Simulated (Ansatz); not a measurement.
Level of theory: DFT PBE, scalar-relativistic, plane waves, PAW (Ansatz 0.2.0). All cells share a 420 eV cutoff and Γ-centred k meshes spaced at most about 0.3 Å⁻¹ (about 0.25 or finer for metals, 2π included). No spin polarisation in the final relaxations.

Each of these unrelaxed guesses is relaxed in cell and atoms within its symmetry. A guess keeps its type if space group and coordination stay and the shape of the cell changes little (axis ratios within about 15 %, angles within 6°); the volume may change.

1. GaH3

```
Ga H
1.0
     5.32862    0.00000    0.00000
    -2.66431    4.61472    0.00000
     0.00000    0.00000    4.15702
Ga H
2 6
Direct
  0.66667 0.33333 0.25000
  0.33333 0.66667 0.75000
  0.17746 0.35493 0.25000
  0.17746 0.82254 0.25000
  0.64507 0.82254 0.25000
  0.35493 0.17746 0.75000
  0.82254 0.17746 0.75000
  0.82254 0.64507 0.75000
```

2. Ga

```
Ga
1.0
     4.28052    0.00000    0.00000
    -2.14026    3.70704    0.00000
     0.00000    0.00000    2.57596
Ga
2
Direct
  0.33333 0.66667 0.50000
  0.66667 0.33333 0.50000
```

Question: Which guesses survive the relaxation?

Answer: Guess 2 keeps its type.

```
guess  kept  start group  end group  V start (Å³/atom)  V end  b/a and c/a, end over start  nearest neighbours start  nearest neighbours end
    1    no     P6_3/mmc   P6_3/mmc               12.8   14.6                   1.00, 0.44               Ga 12, H 12               Ga 6, H 2
    2   yes       P6/mmm     P6/mmm               20.4   23.7                   1.00, 1.03                      Ga 5                    Ga 5
```

Neighbours count within 15 % of an atom's shortest distance; end groups are read at 0.02 Å (0.05 Å in metals).

Weakly bound directions are ill-defined at this level, which has no dispersion term (GaH3 P6_3/mmc). Cells relaxed within their symmetry can be saddle points.
